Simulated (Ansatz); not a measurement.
# Ga2O3 (C2/m): the equilibrium volume

At what volume is Ga2O3 (C2/m) free of pressure?

Computed with Ansatz 0.2.0 (DFT PBE, scalar-relativistic, plane waves, PAW, unless a step's input says otherwise).

3 further runs of the same task are left out: 3 set aside as unsound or not needed.

## (1) The structure to begin with

Symmetry: C2/m, No. 12, monoclinic system. Conventional cell: a = 12.280 Å, b = 3.048 Å, c = 5.817 Å, α = 90.00°, β = 103.76°, γ = 90.00°. Around Ga (site symmetry m) lie 6 O at 1.94 to 2.08 Å. Ga (site symmetry m) has 4 O at 1.84 to 1.87 Å as nearest neighbours. Around O (site symmetry m) lie 3 Ga at 1.84 to 1.94 Å. Around O (site symmetry m) lie 4 Ga at 1.87 to 2.08 Å. O (site symmetry m) has 3 Ga at 1.84 to 1.95 Å as nearest neighbours.

Coordinates:

```xyz
10
Lattice="6.1402 -1.5238 0.0000 6.1402 1.5238 0.0000 -1.3841 0.0000 5.6503" Properties=species:S:1:pos:R:3 pbc="T T T"
Ga    3.2411    0.0000    3.8720
Ga    7.6552    0.0000    1.7783
Ga   10.8854    0.0000    1.1595
Ga    0.0110    0.0000    4.4908
O     5.1547    0.0000    4.2001
O     5.7416    0.0000    1.4502
O     9.5468    0.0000    2.4679
O     1.3495    0.0000    3.1824
O     1.8691    0.0000    0.6168
O     9.0272    0.0000    5.0336
```

## (2) The first run (PBE, 6×6×4 mesh)

File input.yaml:

```yaml
crystal:
  lattice:
    - [6.1402367086, -1.5237836756, 0.0]
    - [6.1402367086, 1.5237836756, 0.0]
    - [-1.3841308865, 0.0, 5.6503488592]
  atoms:
    - { symbol: Ga, position: [0.3411617, 0.3411617, 0.68526966] }
    - { symbol: Ga, position: [0.6588383, 0.6588383, 0.31473034] }
    - { symbol: Ga, position: [0.9095256, 0.9095256, 0.205214] }
    - { symbol: Ga, position: [0.0904744, 0.0904744, 0.794786] }
    - { symbol: O, position: [0.50353087, 0.50353087, 0.74333591] }
    - { symbol: O, position: [0.49646913, 0.49646913, 0.25666409] }
    - { symbol: O, position: [0.82662894, 0.82662894, 0.43676984] }
    - { symbol: O, position: [0.17337106, 0.17337106, 0.56323016] }
    - { symbol: O, position: [0.16450498, 0.16450498, 0.10915408] }
    - { symbol: O, position: [0.83549502, 0.83549502, 0.89084592] }
basis:
  ecutwfc: 420
kpoints:
  mp_grid: { grid: [6, 6, 4] }
hamiltonian:
  xc: pbe
scf:
  occupations: { method: gaussian, width: 0.1 }
output:
  forces: true
  stress: true
  eigenvalues: true
```

Launch:

```console
$ ansatz run input.yaml --threads 8 --pin off --max-ram 16384MiB --backend cpu --events-out ev --progress --plain --runs-dir out
```

The log of the run:

```text
Warning: RAYON_NUM_THREADS=8 ignored (pool sized by the plan → 8); use --threads N
basis.fft_grid_basis auto: the FFT boxes are laid along the combinations [[1, -1, 0], [0, 1, 0], [0, 0, 1]] of the cell's own vectors, 3.048, 6.326 and 5.817 Å long. The dense box has 24×45×40 points. Along the cell's own vectors, as sized, it would have 45×45×40, 1.88 times as many. Of the 4 symmetry operations that the crystal satisfies within crystal.symmetry.tolerance (time reversal apart; of a slab, those that keep its plane) the dense box along the cell's own vectors carries 4, and the one as laid loses 2 of those. basis.fft_grid_basis: typed keeps the cell's own vectors: state it where this run's energies or levels are differenced outside the engine with another run's, or held beside a run that keeps those vectors.
Engine: ansatz 0.2.0, aarch64-unknown-linux-gnu
Pseudopotentials: kind: paw
Pseudopotential: Ga, paw, valence charge 13, recommended cutoff 420 eV (normal), Ga.paw.azcp
Pseudopotential: O, paw, valence charge 6, recommended cutoff 420 eV (normal), O.paw.azcp
Functional definition: PBE
  parameter kappa = 0.804
  parameter beta = 0.06672455060314922
  exchange = pbe_x(kappa = kappa, mu = beta*pi^2/3)
  correlation = pbe_c(beta = beta)
Crystal: 10 atoms, lattice volume = 105.734 Å³
Basis set: ecut = 420 eV, 2047 PW (Γ), FFT grids on a1−a2, a2, a3, exchange–correlation on 48×90×80 points (8 copies of the dense FFT grid, shifted against one another)
Bands: 54, of which v1, the nominal top of the filled ones, is band 44 counted from 1 (43 counted from 0)
Symmetry: 4 space group operations
Space group: C2/m (ITA 12), of the structure as read, at distance tolerance 4.7e-5 Å
k-points: 47 of 144
Non-local potential: Ga, projectors of the file, l = 0: 2, l = 1: 2, l = 2: 3, l = 3: 1
Non-local potential: O, projectors of the file, l = 0: 2, l = 1: 2, l = 2: 1
PAW form: soft (Blöchl's): semilocal exchange-correlation on the pseudo side does not see the compensation charge
PAW one-centre angular grid: Ga, 590 points (default); XC on 64 Gauss nodes
PAW one-centre angular grid: O, 110 points (default); XC on 64 Gauss nodes
Initial density: superposition of atomic densities (neutral atoms: chi_scale 0, normalization atom), corrected by the library's trained network
Initial wavefunctions: pseudopotential atomic-orbital guess
Functional: x = pbe(κ = 0.804, μ = 0.2195149727645171), c = pbe(β = 0.06672455060314922)
SCF iter   1: F=—  HF=-18540.038535 eV  |F-HF|=—  |Δ(HF+E_count)|=         —  Δρ=1.11e-3  dr2=4.15e-4  ethr=1.77e-3  ⟨swp⟩=5.8  Hψ=9217  notcnv=0  defer=23
preconditioner: auto → Resta (q_TF=auto, 2.646 Å⁻¹)  ε∞=4.7  [insulator: Δε(μ)=2.312 eV  Ē_g=17.728 eV  σ=0.100 eV  W_gap=1.00  n_scr=34 (ndim 8)  ℏωp=33.9 eV  f_vac=0.015  D(μ)=0.00/eV (n_scr^D=0)  ε∞_Penn≈4.7]
SCF iter   2: F=—  HF=-18540.039563 eV  |F-HF|=—  |Δ(HF+E_count)|=   1.03e-3  Δρ=5.88e-4  dr2=1.32e-4  ethr=4.72e-7  ⟨swp⟩=2.8  Hψ=5260  notcnv=0  defer=36
SCF iter   3: F=—  HF=-18540.040006 eV  |F-HF|=—  |Δ(HF+E_count)|=   4.43e-4  Δρ=2.16e-4  dr2=3.54e-5  ethr=1.50e-7  ⟨swp⟩=2.0  Hψ=4416  notcnv=0  defer=1
automatic band count: iteration 3 solves 52 bands in place of 54: the levels show a gap, and the empty bands left out lie too high to hold charge; the band table lists the bands solved (type scf.n_extra_bands for more)
SCF iter   4: F=—  HF=-18540.040112 eV  |F-HF|=—  |Δ(HF+E_count)|=   1.05e-4  Δρ=6.15e-5  dr2=3.55e-6  ethr=4.02e-8  ⟨swp⟩=2.0  Hψ=4134  notcnv=0  defer=1
SCF iter   5: F=—  HF=-18540.040115 eV  |F-HF|=—  |Δ(HF+E_count)|=   2.70e-6  Δρ=2.75e-5  dr2=7.96e-7  ethr=4.03e-9  ⟨swp⟩=2.0  Hψ=3410  notcnv=0  defer=1
SCF iter   6: F=—  HF=-18540.040115 eV  |F-HF|=—  |Δ(HF+E_count)|=   4.24e-7  Δρ=1.49e-5  dr2=1.76e-7  ethr=9.04e-10  ⟨swp⟩=2.0  Hψ=4386  notcnv=0  defer=1
SCF iter   7: F=-18540.040115 eV  HF=-18540.040115 eV  |F-HF|=7.93e-9  |Δ(HF+E_count)|=   3.28e-8  Δρ=3.86e-6  dr2=1.00e-8  ethr=1.14e-10  ⟨swp⟩=6.7  Hψ=9425  notcnv=0
SCF 1 converged in 7 iterations: F = -18540.040115 eV  dr2 = 1.00e-8
SCF converged after 7 iterations
Free energy (F): -18540.040115 eV
Harris-Foulkes:  -18540.040115 eV  (|F-HF|=7.93e-9)
Internal energy: -18540.040115 eV  (E = F + TS)
E sigma→0 (E₀):  -18540.040115 eV
Fermi energy:    9.211587 eV
--- Per-component energies (eV) ---
  E_band       = -104.065889
  E_kinetic    = 1520.483755
  E_local      = -9133.621469  (includes V_loc(G=0)·N_el)
  E_nonlocal   = 2021.305304
  E_hartree    = 4100.831430
  E_xc         = -712.651449
  E_vxc        = -790.451083  (∫ρ·V_xc dr)
  E_paw        = -8942.494920  (= ΣΔE_a)
  E_vpaw       = -1923.461540  (= ΣTr[D̂ρ^β])
  E_aug_tail   = 0.014347  (compensation charges beyond the density's cutoff)
  E_ewald      = -7393.907113
  E_smearing   = -0.000000  (= −TS)
  E_closure    = -0.000000  (closes the sum)
  Σ components = -18540.040115   (vs F -18540.040115, Δ=0.00e0)
--- Forces (eV/Å), atoms counted from 1 ---
  atom   1  Ga     0.02825262    -0.00000000     0.04805170
  atom   2  Ga    -0.02825262     0.00000000    -0.04805170
  atom   3  Ga     0.02058808    -0.00000000    -0.01977872
  atom   4  Ga    -0.02058808     0.00000000     0.01977872
  atom   5  O     -0.00444888    -0.00000000    -0.02235576
  atom   6  O      0.00444888     0.00000000     0.02235576
  atom   7  O      0.01187640    -0.00000000     0.01612995
  atom   8  O     -0.01187640     0.00000000    -0.01612995
  atom   9  O      0.15170127    -0.00000000     0.01430713
  atom  10  O     -0.15170127     0.00000000    -0.01430713
  max |Σ_I F_I| component: 2.78e-17 eV/Å
--- Stress (GPa, compression-positive) ---
        6.644929       0.000000       0.120243
        0.000000       6.993936      -0.000000
        0.120240      -0.000000       6.588074
  P = ⅓ Tr σ = 6.7423 GPa (67.423 kbar)
--- Band table (eV; the first three rows and the last of 47) ---
  k-point 0: bands = ["-10.8062", "-9.6458", "-9.6335", "-9.5342", "-9.0629", "-9.0476", "-4.9003", "-4.8631", "-4.8580", "-4.8087", "-4.6921", "-4.6873", "-4.6757", "-4.6699", "-4.6154", "-4.4893", "-4.4859", "-4.4793", "-4.4469", "-4.4396", "-4.4179", "-4.4117", "-4.3627", "-4.2699", "-4.1201", "-4.0728", "1.0832", "2.1503", "3.3077", "3.9166", "4.5706", "5.4349", "5.5053", "5.8541", "6.0815", "6.1991", "6.4275", "6.4722", "7.1126", "7.3712", "7.3736", "7.5772", "7.7739", "8.0419", "10.3674", "13.6835", "14.7260", "14.7621", "15.8062", "16.7347", "17.3708", "17.4962"]
  k-point 1: bands = ["-10.7018", "-9.8436", "-9.6381", "-9.4520", "-9.1259", "-9.0052", "-4.8836", "-4.8651", "-4.8596", "-4.8054", "-4.7762", "-4.7090", "-4.6711", "-4.6478", "-4.6074", "-4.5067", "-4.4999", "-4.4854", "-4.4849", "-4.4305", "-4.4159", "-4.3903", "-4.3609", "-4.2340", "-4.2238", "-3.8910", "1.3537", "2.4231", "3.0148", "3.9373", "4.7115", "5.4358", "5.6501", "5.7345", "6.0524", "6.0628", "6.2300", "6.4686", "6.8500", "7.1728", "7.3899", "7.4913", "7.6002", "7.7977", "11.3060", "13.8470", "14.4826", "14.9555", "15.6433", "16.5467", "17.3424", "17.8213"]
  k-point 2: bands = ["-10.5412", "-10.0637", "-9.6449", "-9.3929", "-9.1505", "-9.0093", "-4.8663", "-4.8617", "-4.8529", "-4.8402", "-4.7833", "-4.7733", "-4.6505", "-4.6167", "-4.6115", "-4.5312", "-4.5295", "-4.4983", "-4.4626", "-4.4558", "-4.4142", "-4.3595", "-4.3564", "-4.2784", "-4.1986", "-3.7916", "1.9672", "2.1922", "3.0524", "3.8040", "4.8427", "5.3724", "5.5390", "5.8303", "6.0447", "6.0576", "6.1616", "6.4933", "6.5449", "6.6535", "7.4045", "7.4194", "7.5571", "7.7617", "12.7350", "12.8824", "14.7037", "15.2069", "15.7902", "15.8612", "17.8818", "17.9425"]
  k-point 46: bands = ["-10.4118", "-9.9849", "-9.8134", "-9.4817", "-9.2187", "-8.9402", "-4.8816", "-4.8712", "-4.8697", "-4.8529", "-4.8020", "-4.7999", "-4.6765", "-4.6432", "-4.6183", "-4.6140", "-4.5312", "-4.5281", "-4.4806", "-4.4766", "-4.4123", "-4.3995", "-4.3577", "-4.3229", "-3.8218", "-3.6462", "2.3845", "2.6548", "2.8603", "3.4069", "4.4521", "4.9260", "5.1509", "5.3965", "5.6815", "5.9149", "6.2627", "6.8233", "7.1644", "7.3426", "7.4160", "7.4435", "7.4614", "8.0553", "13.1533", "13.2979", "14.2029", "14.5223", "15.0398", "15.6735", "17.7767", "18.2171"]
```

It took 2.4 s on 8 threads of Arm Neoverse V1, shared host; peak memory 0.67 GiB.

Result: volume 10.573 Å³/atom, pressure 6.74 GPa, gap on the mesh 2.31 eV.

[end of part 1 of 2]
